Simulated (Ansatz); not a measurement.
Results of r²SCAN in Ansatz (plane waves, PAW) for skutterudite CoSb3.

Run with plane-wave cutoff 560 eV, 6×6×6 k mesh, Fermi–Dirac smearing 0.01 eV, no spin polarisation, scalar-relativistic PAW data made under PBE.

On both sides of the equilibrium volume: at 22.744 Å³/atom the pressure is 1.95 GPa and the direct gap at Γ 0.499 eV; at 23.673 Å³/atom they are -1.74 GPa and 0.369 eV. The fitted bulk modulus is 92.0 GPa.

### Question
Work out the volume deformation potential of this gap and its pressure coefficient, in two ways.

### Answer
a_V = dE_g/d ln V = (0.369 − 0.499)/ln(23.673/22.744) = -3.25 eV. Since dP = −B d ln V, dE_g/dP = −a_V/B = 35 meV/GPa. Straight from the pressures: (0.499 − 0.369)/(1.95 − (-1.74)) = 35 meV/GPa. At this level and over this range the gap at Γ widens under pressure.

Spin–orbit coupling is not included; with these elements it can move the gap by several tenths of an eV or more.

Note: the bulk modulus comes from volumes at which shape and atoms were relaxed.

Ansatz is a program for electronic structure.
